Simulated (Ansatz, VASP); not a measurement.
BN in VASP and in Ansatz

```xyz
4
Lattice="2.5006 0.0000 0.0000 -1.2503 2.1656 0.0000 0.0000 0.0000 6.5236" Properties=species:S:1:pos:R:3 pbc="T T T"
B     0.0000    1.4437    1.6309
B     1.2503    0.7219    4.8927
N     0.0000    1.4437    4.8927
N     1.2503    0.7219    1.6309
```

Alike in both runs: task single point; functional r2SCAN; k mesh 12 × 12 × 4; no spin polarisation.

```csv
,VASP,Ansatz
version,VASP 6.6.1,Ansatz 0.2.0
potentials or method,"VASP PAW PBE potentials, release 64 (B, N)","plane waves, PAW"
plane-wave cutoff (eV),520,500
occupations,"gaussian, width 0.01 eV",fixed
valence electrons in the cell,16,16
```

```tsv
	VASP	Ansatz	Ansatz less VASP
gap on the k mesh at the Fermi level (eV)	4.84	4.81	-0.040
pressure (GPa)	1.0	0.6	-0.40
largest component of the traceless stress (GPa)	0.24	0.93	+0.690
```

Caveats: the PAW data sets were made with another functional, which shifts forces and pressure a little (VASP). A k mesh can miss the band edges. r2SCAN opens gaps a little over a GGA but as a rule still falls short of measured ones.
